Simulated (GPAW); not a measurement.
# BaTe (Fm-3m) in GPAW: notebook

The runs below take BaTe through equation of state, band structure, with LDA, vdW-DF2, PBE, BLYP+D3(BJ), GLLB-SC, r2SCAN.

All numbers are computed with GPAW 26.7.0; they aren't measurements. Logs are shortened: lines on timing, memory, paths and dates and some standing lists are left out, and cuts for length are marked. The log counts tension as positive stress, the text compression.

## Step 1: The crystal as given

It takes space group Fm-3m (No. 225, cubic). Conventional cell: a = 6.820 Å, b = 6.820 Å, c = 6.820 Å, α = 90.00°, β = 90.00°, γ = 90.00°. Ba (site symmetry m-3m) is surrounded by 6 Te at 3.41 Å. Te (site symmetry m-3m) has 6 Ba at 3.41 Å as nearest neighbours.

## Step 2: Equation of state, LDA

run.py

```python
from ase.eos import EquationOfState
from ase.io import Trajectory
from ase.spacegroup import crystal
from ase.units import GPa
from gpaw import GPAW, PW, setup_paths

setup_paths.insert(0, '.')

# Ba 4a
# Te 4b
atoms = crystal(['Ba', 'Te'],
                basis=[[0.0, 0.0, 0.0],
                       [0.5, 0.0, 0.0]],
                spacegroup=225, setting=1,  # Fm-3m
                cellpar=[6.82, 6.82, 6.82, 90.0, 90.0, 90.0],
                primitive_cell=True)

traj = Trajectory('eos.traj', 'w')
volumes, energies = [], []
for x in [0.94, 0.96, 0.98, 1.0, 1.02, 1.04, 1.06]:
    a = atoms.copy()
    a.set_cell(atoms.cell * x**(1 / 3), scale_atoms=True)
    calc = GPAW(mode=PW(600),
                xc='LDA',
                kpts={'size': (6, 6, 6), 'gamma': True},
                occupations={'name': 'fermi-dirac', 'width': 0.05},
                nbands=16,
                convergence={'density': 1e-05, 'energy': 1e-05},
                maxiter=150,
                txt=f'eos-{x:.2f}.txt')
    a.calc = calc
    energies.append(a.get_potential_energy(force_consistent=True))
    volumes.append(a.get_volume())
    p = -a.get_stress()[:3].mean() / GPa
    calc.write(f'eos-{x:.2f}.gpw')
    traj.write(a)
    print(f'{x:.2f} {volumes[-1]:10.4f} A^3 {energies[-1]:14.6f} eV {p:9.3f} GPa', flush=True)

v0, e0, B = EquationOfState(volumes, energies, eos='birchmurnaghan').fit()
print(f'V0 = {v0:.4f} A^3, E0 = {e0:.6f} eV, B0 = {B / GPa:.2f} GPa')
```

Potentials or basis: PAW data sets generated in the run's folder for this functional, pw.

Started as:

```bash
$ gpaw-setup -f LDA Ba Te
$ OMP_NUM_THREADS=1 python run.py
```

The program printed:

```text
__  _  _
 | _ |_)|_||  |
 |__||  | ||/\| - 26.7.0

Input parameters:
  mode=PW(ecut=600.0),
  convergence={'density': 1e-05, 'energy': 1e-05},
  kpts=MonkhorstPack(size=(6, 6, 6), gamma=True),
  maxiter=150,
  nbands=16,
  occupations=Occupations(name='fermi-dirac', width=0.05),
  xc=XC(name='LDA')

Diagonalizing LCAO Hamiltonian
Converting LCAO to pw mode

                  Te

       Ba

Atoms  # Å, Bohr magnetons
|   | symbol |        x |        y |        z |    initial magnetic moments |
|---|--------|----------|----------|----------|-----------------------------|
| 0 |     Ba | 0.000000 | 0.000000 | 0.000000 | ( 0.0000,  0.0000,  0.0000) |
| 1 |     Te | 3.363913 | 3.363913 | 3.363913 | ( 0.0000,  0.0000,  0.0000) |

Unit cell  # Å
| periodic |        x |        y |        z |  lengths |    angles |
|----------|----------|----------|----------|----------|-----------|
|      yes | 0.000000 | 3.363913 | 3.363913 | 4.757292 | 60.000000 |
|      yes | 3.363913 | 0.000000 | 3.363913 | 4.757292 | 60.000000 |
|      yes | 3.363913 | 3.363913 | 0.000000 | 4.757292 | 60.000000 |

Number of symmetries: 48
Symmetry operations  # r_c * U_cc + t_c -> r_c
|    | kind |            matrix            |
|----|------|------------------------------|
|  0 |  σ   |  1, 0, 0,  1, 0,-1,  1,-1, 0 |
|  1 |  C2  |  1, 0, 0,  1,-1, 0,  1, 0,-1 |
|  2 |  E   |  1, 0, 0,  0, 1, 0,  0, 0, 1 |
|  3 |  σ   |  1, 0, 0,  0, 0, 1,  0, 1, 0 |
|  4 |  C4  |  1, 0,-1,  1, 0, 0,  1,-1, 0 |
|  5 |  S6  |  1, 0,-1,  1,-1, 0,  1, 0, 0 |
|  6 |  σ   |  1, 0,-1,  0, 1,-1,  0, 0,-1 |
|  7 |  C3  |  1, 0,-1,  0, 0,-1,  0, 1,-1 |
|  8 |  S6  |  1,-1, 0,  1, 0, 0,  1, 0,-1 |
|  9 |  C4  |  1,-1, 0,  1, 0,-1,  1, 0, 0 |
| 10 |  C3  |  1,-1, 0,  0,-1, 1,  0,-1, 0 |
| 11 |  σ   |  1,-1, 0,  0,-1, 0,  0,-1, 1 |
| 12 |  σ   |  0, 1, 0,  1, 0, 0,  0, 0, 1 |
| 13 |  C4  |  0, 1, 0,  0, 1,-1, -1, 1, 0 |
| 14 |  C3  |  0, 1, 0,  0, 0, 1,  1, 0, 0 |
| 15 |  S6  |  0, 1, 0, -1, 1, 0,  0, 1,-1 |
| 16 |  C2  |  0, 1,-1,  1, 0,-1,  0, 0,-1 |
| 17 |  σ   |  0, 1,-1,  0, 1, 0, -1, 1, 0 |
| 18 |  S4  |  0, 1,-1,  0, 0,-1,  1, 0,-1 |
| 19 |  C4  |  0, 1,-1, -1, 1, 0,  0, 1, 0 |
| 20 |  C3  |  0, 0, 1,  1, 0, 0,  0, 1, 0 |
| 21 |  σ   |  0, 0, 1,  0, 1, 0,  1, 0, 0 |
| 22 |  S6  |  0, 0, 1,  0,-1, 1, -1, 0, 1 |
| 23 |  C4  |  0, 0, 1, -1, 0, 1,  0,-1, 1 |
| 24 |  S4  |  0, 0,-1,  1, 0,-1,  0, 1,-1 |
| 25 |  C3  |  0, 0,-1,  0, 1,-1,  1, 0,-1 |
| 26 |  C2  |  0, 0,-1,  0,-1, 0, -1, 0, 0 |
| 27 |  S6  |  0, 0,-1, -1, 0, 0,  0,-1, 0 |
| 28 |  S4  |  0,-1, 1,  1,-1, 0,  0,-1, 0 |
| 29 |  C4  |  0,-1, 1,  0, 0, 1, -1, 0, 1 |
| 30 |  C2  |  0,-1, 1,  0,-1, 0,  1,-1, 0 |
| 31 |  σ   |  0,-1, 1, -1, 0, 1,  0, 0, 1 |
| 32 |  C3  |  0,-1, 0,  1,-1, 0,  0,-1, 1 |
| 33 |  S6  |  0,-1, 0,  0, 0,-1, -1, 0, 0 |
| 34 |  S4  |  0,-1, 0,  0,-1, 1,  1,-1, 0 |
| 35 |  C2  |  0,-1, 0, -1, 0, 0,  0, 0,-1 |
| 36 |  C2  | -1, 1, 0,  0, 1, 0,  0, 1,-1 |
| 37 |  S6  | -1, 1, 0,  0, 1,-1,  0, 1, 0 |
| 38 |  S4  | -1, 1, 0, -1, 0, 1, -1, 0, 0 |
| 39 |  C3  | -1, 1, 0, -1, 0, 0, -1, 0, 1 |
| 40 |  S6  | -1, 0, 1,  0, 0, 1,  0,-1, 1 |
| 41 |  C2  | -1, 0, 1,  0,-1, 1,  0, 0, 1 |
| 42 |  C3  | -1, 0, 1, -1, 1, 0, -1, 0, 0 |
| 43 |  S4  | -1, 0, 1, -1, 0, 0, -1, 1, 0 |
| 44 |  C2  | -1, 0, 0,  0, 0,-1,  0,-1, 0 |
| 45 |  i   | -1, 0, 0,  0,-1, 0,  0, 0,-1 |
| 46 |  σ   | -1, 0, 0, -1, 1, 0, -1, 0, 1 |
| 47 |  C2  | -1, 0, 0, -1, 0, 1, -1, 1, 0 |

BZ-sampling:
  Number of BZ points: 216
  Number of IBZ points: 16

  Monkhorst-Pack size: [6, 6, 6]
  Monkhorst-Pack shift: [0.08333333333333333, 0.08333333333333333, 0.08333333333333333]

K-points  # in reciprocal-cell coordinates
|     |                                coordinates |     weight |
|-----|--------------------------------------------|------------|
|   0 | (  0.00000000,   0.00000000,   0.00000000) | 0.00462963 |
|   1 | (  0.16666667,   0.16666667,   0.00000000) | 0.02777778 |
|   2 | (  0.16666667,   0.16666667,   0.16666667) | 0.03703704 |
|   3 | (  0.33333333,   0.16666667,   0.16666667) | 0.05555556 |
|   4 | (  0.33333333,   0.33333333,  -0.33333333) | 0.05555556 |
|   5 | (  0.33333333,   0.33333333,   0.00000000) | 0.02777778 |
|   6 | (  0.33333333,   0.33333333,   0.16666667) | 0.11111111 |
|   7 | (  0.33333333,   0.33333333,   0.33333333) | 0.03703704 |
|   8 | (  0.50000000,   0.33333333,  -0.33333333) | 0.11111111 |
|   9 | (  0.50000000,   0.33333333,  -0.16666667) | 0.05555556 |
| ... |                                            |            |
|  15 | (  0.50000000,   0.50000000,   0.50000000) | 0.01851852 |

Plane wave coefficients: 2637
Cutoff: 600.0 eV

Spin-components: 1 (collinear spins)
Bands:           16
Projectors:      11
Spin-degeneracy: 2
Datatype:        complex128

Parallelization:
  kpt:    1
  domain: 1
  band:   1

Density:
  Valence electrons: 16.0
  Components: 1
  Grid points: [27 27 27]
  Charge: 0.0  # |e|

Potential:
  Grid points: [27 27 27]

species:
  Ba:
    name:    Barium
    Z:       56.0
    valence: 10
    core:    46
    charge:  0.0  # [|e|]
    compensation charges:
      type: gauss
      rc: 0.37  # [Å]
      lmax: 2
    cutoffs:
      filter: 2.06  # [Å]
      core: 2.33  # [Å]
    projectors
    | kind |    occ | energy [eV] | rcut [Å] |
    |------|--------|-------------|----------|
    |   5s |  2.000 |     -33.774 |    1.164 |
    |   6s |  2.000 |      -3.346 |    1.164 |
    |   5p |  6.000 |     -18.813 |    1.164 |
    |    p |        |       0.000 |    1.164 |
    |    d |        |       0.000 |    1.164 |
    |    d |        |      27.211 |    1.164 |

    Using partial waves for Ba as LCAO basis

  Te:
    name:    Tellurium
    Z:       52.0
    valence: 6
    core:    46
    charge:  0.0  # [|e|]
    compensation charges:
      type: gauss
      rc: 0.36  # [Å]
      lmax: 2
    cutoffs:
      filter: 2.09  # [Å]
      core: 3.17  # [Å]
    projectors
    | kind |    occ | energy [eV] | rcut [Å] |
    |------|--------|-------------|----------|
    |   5s |  2.000 |     -15.337 |    1.180 |
    |   5p |  4.000 |      -6.113 |    1.196 |
    |    s |        |      11.875 |    1.180 |
    |    p |        |      21.098 |    1.196 |
    |    d |        |       0.000 |    1.238 |

    Using partial waves for Te as LCAO basis

Reference energy: -405745.269708  # eV

eigensolver:
  PPCG
  Converge bands: occupied
  niter=2

density mixing:
  MSR1-Mixer
  Pratt-step length: 0.05
  Maximum mixing coefficient: 0.75
  Old densities: 10
  SVD Regularization: 0.005
  Good broyden scale: 1.0
  Trust region scale: 1.0
  Backstep threshold: 4.0
  History deletion threshold: 6.0
  Fourier metric: weight=20.0, sigma=0.015

occupation numbers:
  Fermi-Dirac:
    width: 0.0500  # eV

poisson solver:
  ecut: 4800.0  # eV

xc functional:
  name: None

convergence criteria:
- Maximum integral of absolute [dens]ity change: 1e-05 electrons / valence electron
- Maximum [total energy] change in last 3 cyles: 1e-05 eV / valence electron
- Maximum integral of absolute [eigenst]ate change: 4e-08 eV^2 / valence electron
maximum number of iterations: 150

SCF iterations
|iter     | |      energy | eigst |  dens |
|---------|-|-------------|-------|-------|
|iter:   1| |   -9.755800 | -0.14 |       |
|iter:   2| |   -9.754746 | -2.02 | -1.15 |
|iter:   3| |   -9.638369 | -2.54 | -1.19 |
|iter:   4| |   -9.631199 | -3.47 | -1.68 |
|iter:   5| |   -9.631003 | -4.96 | -2.27 |
|iter:   6| |   -9.631021 | -5.97 | -2.84 |
|iter:   7| |   -9.631021c| -7.69c| -3.94 |
|iter:   8| |   -9.631021c| -7.82c| -4.41 |
|iter:   9| |   -9.631021c| -8.39c| -5.22c|

Converged in 9 steps
Energy contributions relative to reference atoms: (reference = -405745.269708)

Energy contributions:
  Kinetic:          22.365158
  Coulomb:         -19.529213
  Zero:              0.127791
  External:          0.000000
  Xc:              -12.594757
  Entropy:          -0.000000
  Spinorbit:         0.000000
  ----------------------------
  Free energy:      -9.631021
  Extrapolated:     -9.631021

dipole moment: (-40.601928, -40.601928, -40.601928)  # |e|*Ang

Fermi level: 6.042
Eigenvalues  # (at kpt = [0.000, 0.000, 0.000])
| band index |      eig [eV] | occ [0-2] |
|------------|---------------|-----------|
|          0 |       -21.253 |     2.000 |
|          1 |        -6.409 |     2.000 |
|          2 |        -6.409 |     2.000 |
|          3 |        -6.409 |     2.000 |
|          4 |        -4.414 |     2.000 |
|          5 |         5.475 |     2.000 |
[... 8 lines left out ...]
|         14 |        12.256 |     0.000 |
|         15 |        19.069 |     0.000 |

Gap: 1.132 eV
Transition (v -> c):
  (s=0, k=0, n=7, [0.00, 0.00, 0.00]) -> (s=0, k=12, n=8, [0.50, 0.50, 0.00])
Direct/indirect transitions are different
Direct gap: 1.498 eV
Transition at: (s=0, k=12, n=7, [0.50, 0.50, 0.00])

Stress tensor  # eV/Ang^3
|         x |         y |         z |
|-----------|-----------|-----------|
| -0.017146 |  0.000000 |  0.000000 |
|  0.000000 | -0.017146 |  0.000000 |
|  0.000000 |  0.000000 | -0.017146 |

# Writing to eos-0.96.gpw (mode='')
```

It took 2.4 min on 1 thread of Arm Neoverse N1, shared host; peak memory 0.27 GiB.

Results:

- Equilibrium volume: 40.73 Å³/atom
- Bulk modulus: 35 GPa
- Pressure derivative of the bulk modulus: 4.4

Energy against volume, from the lowest point:
```
volume (Å³/atom)  energy (meV/atom)
          37.273              37.51
          38.066              21.36
          38.859              10.04
          39.652               3.07
          40.445               0.00
          41.238               0.44
          42.031               4.04
```

The run has no spin-orbit coupling, so splittings on Ba, Te are missing.

## Step 3: Equation of state, vdW-DF2

run.py

```python
from ase.eos import EquationOfState
from ase.io import Trajectory, read
from ase.units import GPa
from gpaw import GPAW, PW

atoms = read('BaTe.cif')

traj = Trajectory('eos.traj', 'w')
volumes, energies = [], []
for x in [0.94, 0.96, 0.98, 1.0, 1.02, 1.04, 1.06]:
    a = atoms.copy()
    a.set_cell(atoms.cell * x**(1 / 3), scale_atoms=True)
    calc = GPAW(mode=PW(600),
                xc={'name': 'vdW-DF2', 'backend': 'libvdwxc'},
                kpts={'size': (6, 6, 6), 'gamma': True},
                occupations={'name': 'fermi-dirac', 'width': 0.05},
                nbands=16,
                convergence={'density': 1e-05, 'energy': 1e-05},
                maxiter=150,
                txt=f'eos-{x:.2f}.txt')
    a.calc = calc
    energies.append(a.get_potential_energy(force_consistent=True))
    volumes.append(a.get_volume())
    calc.write(f'eos-{x:.2f}.gpw')
    traj.write(a)
    print(f'{x:.2f} {volumes[-1]:10.4f} A^3 {energies[-1]:14.6f} eV', flush=True)

v0, e0, B = EquationOfState(volumes, energies, eos='birchmurnaghan').fit()
print(f'V0 = {v0:.4f} A^3, E0 = {e0:.6f} eV, B0 = {B / GPa:.2f} GPa')
```

BaTe.cif

```cif
data_BaTe
_cell_length_a 4.82246825
_cell_length_b 4.82246825
_cell_length_c 4.82246825
_cell_angle_alpha 60.00000000
_cell_angle_beta 60.00000000
_cell_angle_gamma 60.00000000
_space_group_name_H-M_alt 'P1'
_space_group_name_Hall 'P 1'
_space_group_IT_number 1
loop_
_space_group_symop_operation_xyz
'x,y,z'
loop_
_atom_site_label
_atom_site_type_symbol
_atom_site_symmetry_multiplicity
_atom_site_Wyckoff_symbol
_atom_site_fract_x
_atom_site_fract_y
_atom_site_fract_z
_atom_site_occupancy
Ba1 Ba 1 a 0.0000000000 0.0000000000 0.0000000000 1
Te1 Te 1 a 0.5000000000 0.5000000000 0.5000000000 1
```

Potentials or basis: GPAW PAW data sets (gpaw-data 1.2.1), pw.

Started as:

```bash
$ OMP_NUM_THREADS=1 python run.py
```

Run time: 3 min. Hardware: 1 thread of Arm Neoverse N1, shared host; peak memory 0.44 GiB.

The run converged. Its results:

```yaml
Equilibrium_volume: outside the volumes run
```

Energy against volume, from the lowest point:
| volume (Å³/atom) | energy (meV/atom) |
| --- | --- |
| 37.273 | 206.79 |
| 38.066 | 157.75 |
| 38.859 | 115.27 |
| 39.652 | 78.79 |
| 40.445 | 47.70 |
| 41.238 | 21.58 |
| 42.031 | 0.00 |

Caveat: the PAW data sets were made with another functional, which shifts forces and pressure a little. The run has no spin-orbit coupling, so splittings on Ba, Te are missing.

(Part 1 of 4 ends here.)
